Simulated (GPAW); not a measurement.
# Y (P6_3/mmc) in GPAW: convergence with smearing function

Aim: find how far smearing function must go before the results for Y settle, at LDA. This setting moves, with any that are tied to it; all else stays.

Everything below comes from runs of GPAW 26.7.0. Logs are shortened: lines on timing, memory, paths and dates and some standing lists are left out, and cuts for length are marked. The log counts tension as positive stress, the text compression.

### 1 The structure

It takes space group P6_3/mmc (No. 194, hexagonal). Conventional cell: a = 3.647 Å, b = 3.647 Å, c = 5.731 Å, α = 90.00°, β = 90.00°, γ = 120.00°. Y (site symmetry -6m2) is surrounded by 12 Y at 3.56 to 3.65 Å.

### 2 With smearing function fermi-dirac

The input, run.py:

```python
from ase.dft.bandgap import bandgap
from ase.io import read, write
from ase.units import GPa
from gpaw import GPAW, PW

atoms = read('POSCAR')

calc = GPAW(mode=PW(600),
            xc='LDA',
            kpts={'size': (6, 6, 4), 'gamma': True},
            occupations={'name': 'fermi-dirac', 'width': 0.1},
            nbands=23,
            convergence={'density': 1e-05, 'energy': 1e-05},
            maxiter=100,
            txt='gpaw.txt')
atoms.calc = calc
energy = atoms.get_potential_energy()
forces = atoms.get_forces()
stress = atoms.get_stress()
calc.write('gs.gpw')
write('result.traj', atoms)
print(f'Energy: {energy:.6f} eV')
print('Forces (eV/A):')
print(forces.round(4))
print('Stress (GPa):', (stress / GPa).round(3))
print('Fermi level:', round(calc.get_fermi_level(), 4), 'eV')
print(f'Gap: {bandgap(calc)[0]:.4f} eV, direct: {bandgap(calc, direct=True)[0]:.4f} eV')
```

The input, POSCAR:

```
Y
1.0
    3.6474000000      0.0000000000      0.0000000000
   -1.8237000000      3.1587410578      0.0000000000
    0.0000000000      0.0000000000      5.7306000000
Y
2
Direct
    0.6666666667      0.3333333333      0.7500000000
    0.3333333333      0.6666666667      0.2500000000
```

Potentials or basis: the program's PAW data sets (release 1.2.1) made for this functional, pw.

Run with:

```
$ OMP_NUM_THREADS=1 python run.py
```

gpaw.txt:

```text
__  _  _
 | _ |_)|_||  |
 |__||  | ||/\| - 26.7.0

Input parameters:
  mode=PW(ecut=600.0),
  convergence={'density': 1e-05, 'energy': 1e-05},
  kpts=MonkhorstPack(size=(6, 6, 4), gamma=True),
  maxiter=100,
  nbands=23,
  occupations=Occupations(name='fermi-dirac', width=0.1),
  xc=XC(name='LDA')

Diagonalizing LCAO Hamiltonian
Converting LCAO to pw mode

           Y

        Y

Atoms  # Å, Bohr magnetons
|   | symbol |         x |        y |        z |    initial magnetic moments |
|---|--------|-----------|----------|----------|-----------------------------|
| 0 |      Y |  1.823700 | 1.052914 | 4.297950 | ( 0.0000,  0.0000,  0.0000) |
| 1 |      Y | -0.000000 | 2.105827 | 1.432650 | ( 0.0000,  0.0000,  0.0000) |

Unit cell  # Å
| periodic |         x |        y |        z |  lengths |     angles |
|----------|-----------|----------|----------|----------|------------|
|      yes |  3.647400 | 0.000000 | 0.000000 | 3.647400 |  90.000000 |
|      yes | -1.823700 | 3.158741 | 0.000000 | 3.647400 |  90.000000 |
|      yes |  0.000000 | 0.000000 | 5.730600 | 5.730600 | 120.000000 |

Number of symmetries: 12
Symmetry operations  # r_c * U_cc + t_c -> r_c
|    | kind |            matrix            |
|----|------|------------------------------|
|  0 |  σ   |  1, 1, 0,  0,-1, 0,  0, 0, 1 |
|  1 |  S6  |  1, 1, 0, -1, 0, 0,  0, 0,-1 |
|  2 |  E   |  1, 0, 0,  0, 1, 0,  0, 0, 1 |
|  3 |  C2  |  1, 0, 0, -1,-1, 0,  0, 0,-1 |
|  4 |  C2  |  0, 1, 0,  1, 0, 0,  0, 0,-1 |
|  5 |  C3  |  0, 1, 0, -1,-1, 0,  0, 0, 1 |
|  6 |  S6  |  0,-1, 0,  1, 1, 0,  0, 0,-1 |
|  7 |  σ   |  0,-1, 0, -1, 0, 0,  0, 0, 1 |
|  8 |  σ   | -1, 0, 0,  1, 1, 0,  0, 0, 1 |
|  9 |  i   | -1, 0, 0,  0,-1, 0,  0, 0,-1 |
| 10 |  C3  | -1,-1, 0,  1, 0, 0,  0, 0, 1 |
| 11 |  C2  | -1,-1, 0,  0, 1, 0,  0, 0,-1 |

BZ-sampling:
  Number of BZ points: 144
  Number of IBZ points: 24

  Monkhorst-Pack size: [6, 6, 4]
  Monkhorst-Pack shift: [0.08333333333333333, 0.08333333333333333, 0.125]

K-points  # in reciprocal-cell coordinates
|     |                                coordinates |     weight |
|-----|--------------------------------------------|------------|
|   0 | (  0.00000000,   0.00000000,   0.00000000) | 0.00694444 |
|   1 | (  0.00000000,   0.00000000,   0.25000000) | 0.01388889 |
|   2 | (  0.00000000,   0.00000000,   0.50000000) | 0.00694444 |
|   3 | (  0.16666667,   0.00000000,  -0.25000000) | 0.04166667 |
|   4 | (  0.16666667,   0.00000000,   0.00000000) | 0.04166667 |
|   5 | (  0.16666667,   0.00000000,   0.25000000) | 0.04166667 |
|   6 | (  0.16666667,   0.00000000,   0.50000000) | 0.04166667 |
|   7 | (  0.33333333,  -0.16666667,   0.00000000) | 0.04166667 |
|   8 | (  0.33333333,  -0.16666667,   0.25000000) | 0.08333333 |
|   9 | (  0.33333333,  -0.16666667,   0.50000000) | 0.04166667 |
| ... |                                            |            |
|  23 | (  0.50000000,   0.50000000,   0.50000000) | 0.02083333 |

Plane wave coefficients: 2237
Cutoff: 600.0 eV

Spin-components: 1 (collinear spins)
Bands:           23
Projectors:      12
Spin-degeneracy: 2
Datatype:        complex128

Parallelization:
  kpt:    1
  domain: 1
  band:   1

Density:
  Valence electrons: 22.0
  Components: 1
  Grid points: [21 21 35]
  Charge: 0.0  # |e|

Potential:
  Grid points: [21 21 35]

species:
  Y:
    name:    Yttrium
    Z:       39.0
    valence: 11
    core:    28
    charge:  0.0  # [|e|]
    compensation charges:
      type: gauss
      rc: 0.40  # [Å]
      lmax: 2
    cutoffs:
      filter: 2.39  # [Å]
      core: 1.70  # [Å]
    projectors
    | kind |    occ | energy [eV] | rcut [Å] |
    |------|--------|-------------|----------|
    |   4s |  2.000 |     -47.976 |    1.328 |
    |   5s |  2.000 |      -4.228 |    1.328 |
    |   4p |  6.000 |     -27.951 |    1.318 |
    |   5p |  0.000 |      -1.496 |    1.318 |
    |   4d |  1.000 |      -2.645 |    1.286 |
    |    d |        |      24.567 |    1.286 |

    Using partial waves for Y as LCAO basis

Reference energy: -183975.772846  # eV

eigensolver:
  PPCG
  Converge bands: occupied
  niter=2

density mixing:
  MSR1-Mixer
  Pratt-step length: 0.05
  Maximum mixing coefficient: 0.75
  Old densities: 10
  SVD Regularization: 0.005
  Good broyden scale: 1.0
  Trust region scale: 1.0
  Backstep threshold: 4.0
  History deletion threshold: 6.0
  Fourier metric: weight=20.0, sigma=0.015

occupation numbers:
  Fermi-Dirac:
    width: 0.1000  # eV

poisson solver:
  ecut: 4800.0  # eV

xc functional:
  name: None

convergence criteria:
- Maximum integral of absolute [dens]ity change: 1e-05 electrons / valence electron
- Maximum [total energy] change in last 3 cyles: 1e-05 eV / valence electron
- Maximum integral of absolute [eigenst]ate change: 4e-08 eV^2 / valence electron
maximum number of iterations: 100

SCF iterations
|iter     | |      energy | eigst |  dens |
|---------|-|-------------|-------|-------|
|iter:   1| |  -10.555172 | -0.30 |       |
|iter:   2| |  -10.532043 | -2.74 | -1.43 |
|iter:   3| |  -10.414419 | -1.85 | -1.46 |
|iter:   4| |  -10.416894 | -3.32 | -2.02 |
|iter:   5| |  -10.417790 | -4.80 | -2.39 |
|iter:   6| |  -10.417795 | -6.06 | -3.62 |
|iter:   7| |  -10.417791c| -6.51 | -3.69 |
|iter:   8| |  -10.417791c| -7.65c| -4.21 |
|iter:   9| |  -10.417791c| -8.34c| -5.07c|

Converged in 9 steps
Energy contributions relative to reference atoms: (reference = -183975.772846)

Energy contributions:
  Kinetic:          -3.717934
  Coulomb:           4.421787
  Zero:             -0.286913
  External:          0.000000
  Xc:              -10.776875
  Entropy:          -0.115711
  Spinorbit:         0.000000
  ----------------------------
  Free energy:     -10.475647
  Extrapolated:    -10.417791

dipole moment: (0.000000, 0.000001, 0.000001)  # |e|*Ang

Fermi level: 6.158
Eigenvalues  # (at kpt = [0.000, 0.000, 0.000])
| band index |      eig [eV] | occ [0-2] |
|------------|---------------|-----------|
|          0 |       -36.435 |     2.000 |
|        ... |               |           |
|          2 |       -16.767 |     2.000 |
|          3 |       -16.297 |     2.000 |
|          4 |       -16.297 |     2.000 |
|          5 |       -16.209 |     2.000 |
|          6 |       -16.209 |     2.000 |
|          7 |       -16.175 |     2.000 |
[... 8 lines left out ...]
|         16 |         8.863 |     0.000 |
|         17 |         8.863 |     0.000 |
|        ... |               |           |
|         22 |        16.755 |     0.000 |

No gap
No difference between direct/indirect transitions

Forces  # eV/Ang
|        x |        y |        z |
|----------|----------|----------|
|  0.00000 | -0.00000 | -0.00006 |  # Y    0
| -0.00000 | -0.00000 |  0.00006 |  # Y    1

Stress tensor  # eV/Ang^3
|         x |         y |         z |
|-----------|-----------|-----------|
|  0.022632 | -0.000000 |  0.000000 |
| -0.000000 |  0.022632 | -0.000000 |
|  0.000000 | -0.000000 |  0.026153 |

# Writing to gs.gpw (mode='')
```

Run time: 23 s. Hardware: 1 thread of Arm Neoverse V1, shared host; peak memory 0.17 GiB.

Results:

- Free energy: -10.4756 eV
- Pressure: -3.8 GPa
- Band gap on the k mesh: none (metal or under the smearing width)

### 3 With smearing function gaussian

run.py: that of step 2 with these lines changed.

```diff
@@ -10,3 +10,3 @@
             kpts={'size': (6, 6, 4), 'gamma': True},
-            occupations={'name': 'fermi-dirac', 'width': 0.1},
+            occupations={'name': 'methfessel-paxton', 'order': 0, 'width': 0.1},
             nbands=23,
```

POSCAR is that of step 2.

Potentials or basis: the program's PAW data sets (release 1.2.1) made for this functional, pw.

Run with:

```
$ OMP_NUM_THREADS=1 python run.py
```

It took 23 s on 1 thread of Arm Neoverse V1, shared host; peak memory 0.17 GiB.

Results (log left out):

| Item | Value |
| --- | --- |
| Free energy | -10.4236 eV |
| Pressure | -3.8 GPa |
| Band gap on the k mesh | none (metal or under the smearing width) |

### 4 With smearing function marzari-vanderbilt

run.py: that of step 3 with these lines changed.

```diff
@@ -10,3 +10,3 @@
             kpts={'size': (6, 6, 4), 'gamma': True},
-            occupations={'name': 'methfessel-paxton', 'order': 0, 'width': 0.1},
+            occupations={'name': 'marzari-vanderbilt', 'width': 0.1},
             nbands=23,
```

POSCAR is that of step 3.

Run with:

```
$ OMP_NUM_THREADS=1 python run.py
```

It took 23 s on 1 thread of Arm Neoverse V1, shared host; peak memory 0.17 GiB.

The run converged. Its results:

- Free energy: -10.4153 eV
- Pressure: -3.7 GPa
- Band gap on the k mesh: none (metal or under the smearing width)

### 5 With smearing function methfessel-paxton

run.py: that of step 4 with these lines changed.

```diff
@@ -10,3 +10,3 @@
             kpts={'size': (6, 6, 4), 'gamma': True},
-            occupations={'name': 'marzari-vanderbilt', 'width': 0.1},
+            occupations={'name': 'methfessel-paxton', 'width': 0.1, 'order': 1},
             nbands=23,
```

POSCAR is that of step 4.

Run with:

```
$ OMP_NUM_THREADS=1 python run.py
```

It took 23 s on 1 thread of Arm Neoverse V1, shared host; peak memory 0.17 GiB.

The run converged. Its results:

* Free energy: -10.4126 eV
* Pressure: -3.7 GPa
* Band gap on the k mesh: none (metal or under the smearing width)

### 6 With smearing function tetrahedron-method

run.py: that of step 5 with these lines changed.

```diff
@@ -10,3 +10,3 @@
             kpts={'size': (6, 6, 4), 'gamma': True},
-            occupations={'name': 'methfessel-paxton', 'width': 0.1, 'order': 1},
+            occupations={'name': 'tetrahedron-method'},
             nbands=23,
```

POSCAR is that of step 5.

Potentials or basis: the program's PAW data sets (release 1.2.1) made for this functional, pw.

Run with:

```
$ OMP_NUM_THREADS=1 python run.py
```

Run time: 4.1 min. Hardware: 1 thread of Arm Neoverse V1, shared host; peak memory 0.17 GiB.

The run did not converge.

### 7 With smearing function improved-tetrahedron-method

run.py: that of step 6 with these lines changed.

```diff
@@ -10,3 +10,3 @@
             kpts={'size': (6, 6, 4), 'gamma': True},
-            occupations={'name': 'tetrahedron-method'},
+            occupations={'name': 'improved-tetrahedron-method'},
             nbands=23,
```

POSCAR is that of step 6.

Run with:

```
$ OMP_NUM_THREADS=1 python run.py
```

Wall time 4.1 min (1 thread of Arm Neoverse V1, shared host); peak memory 0.17 GiB.

The calculation stopped without meeting its thresholds.

### 8 Result

| smearing function | energy less the tightest run, at zero smearing (meV/atom) | pressure (GPa) | SCF cycles | CPU time (s) | peak memory (GiB) |
| --- | --- | --- | --- | --- | --- |
| fermi-dirac | -2.51 | -3.81 | 9 | 23 | 0.17 |
| gaussian | -0.12 | -3.77 | 9 | 23 | 0.17 |
| marzari-vanderbilt | -1.28 | -3.74 | 9 | 23 | 0.17 |
| methfessel-paxton | 0.00 | -3.73 | 9 | 23 | 0.17 |
| tetrahedron-method | not converged | - | - | - | - |
| improved-tetrahedron-method | not converged | - | - | - | - |

Against the tightest run, the pressure stays within 0.1 GPa from fermi-dirac on. Not settled before the last step: the energy (to 1 meV/atom). Narrower smearing needs a denser k mesh, so at a fixed mesh the narrowest width isn't the most accurate. The tightest run that finished is the yardstick and may itself not be fully converged.

Caveats: this smearing can pin the Fermi level at a band edge.
